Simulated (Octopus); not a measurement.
Runs of Octopus 16.4 on GaAs. It takes space group F-43m (No. 216, cubic). Conventional cell: a = 5.654 Å, b = 5.654 Å, c = 5.654 Å, α = 90.00°, β = 90.00°, γ = 90.00°. As (site symmetry -43m) is surrounded by 4 Ga at 2.45 Å. Ga (site symmetry -43m) is surrounded by 4 As at 2.45 Å. 

| level | potentials or basis | spin | k mesh | smearing | convRelDens | extraStates | started from | grid spacing | gap on the mesh (eV) |
| --- | --- | --- | --- | --- | --- | --- | --- | --- | --- |
| r2SCAN | hscv_lda (LDA) | off | 5 × 5 × 5 | fermi-dirac 0.02 eV | 1e-06 | 6 | - | 0.111 Å | 0.63 |
| rSCAN | hgh_lda (LDA) | collinear, ferromagnetic start | 6 × 6 × 6 | methfessel-paxton 0.05 eV | 1e-06 | 7 | PBE run | 0.222 Å | (a) |
| PBEsol | pseudodojo_pbesol (PseudoDojo 0.4, PBEsol) | off | 8 × 8 × 8 | fermi-dirac 0.05 eV | 3e-07 | 6 | - | 0.133 Å | 0.44 |
| PBE | pseudodojo_pbe (PseudoDojo 0.5, PBE) | off | 8 × 8 × 8 | fermi-dirac 0.05 eV | 3e-07 | 6 | - | 0.133 Å | 0.51 |

Alike in all rows: task single point; cell as given.

Fill in the values left out.

(a) 0.75.

Caveats: this is an older set of potentials, less accurate than current ones (some runs); an odd mesh through Γ misses points on the zone boundary, where band edges often lie (some runs).

A k mesh can miss the band edges, and the runs leave out spin-orbit coupling on As, Ga.

Not every run made on this cell is shown here.
